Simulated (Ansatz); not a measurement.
# SnO2: the cost of one run

Program: Ansatz 0.2.0. Level of theory: DFT r2SCAN, scalar-relativistic, plane waves, PAW. These are calculated values, not measurements.

## 1. The system as given

The structure is cubic, space group Fm-3m (No. 225). The conventional cell has a = 5.148 Å, b = 5.148 Å, c = 5.148 Å, α = 90.00°, β = 90.00°, γ = 90.00°. Sn (site symmetry m-3m) has 8 O at 2.23 Å as nearest neighbours. Around O (site symmetry -43m) lie 4 Sn at 2.23 Å.

As a file:

```
CELL_PARAMETERS angstrom
0.00000 2.57415 2.57415
2.57415 0.00000 2.57415
2.57415 2.57415 0.00000
ATOMIC_POSITIONS crystal
Sn 0.00000 0.00000 0.00000
O 0.25000 0.25000 0.25000
O 0.75000 0.75000 0.75000
```

The structure comes from the Materials Project (structure only).

## 2. Functional and cell changed: r2SCAN

What differs from the listed cell: strain xx, yy, zz, yz, xz, xy = +1.2, +1.2, +1.2, +0.0, +0.0, +0.0 %.

File input.yaml:

```yaml
crystal:
  lattice:
    - [0.0, 2.6050398, 2.6050398]
    - [2.6050398, 0.0, 2.6050398]
    - [2.6050398, 2.6050398, 0.0]
  atoms:
    - { symbol: Sn, position: [0.0, 0.0, 0.0] }
    - { symbol: O, position: [0.25, 0.25, 0.25] }
    - { symbol: O, position: [0.75, 0.75, 0.75] }
basis:
  ecutwfc: 500
kpoints:
  mp_grid: { grid: [14, 14, 14] }
hamiltonian:
  xc: r2scan
scf:
  occupations: { method: gaussian, width: 0.1 }
output:
  forces: true
  stress: true
  eigenvalues: true
```

On the command line:

```
> ansatz run input.yaml --threads 1 --pin off --max-ram 1331MiB --backend cpu --events-out ev --progress --plain --runs-dir out
```

What time and memory should one allow on 1 thread of an Arm CPU, shared host?

About 8.7 s, with a peak of 0.42 GiB.
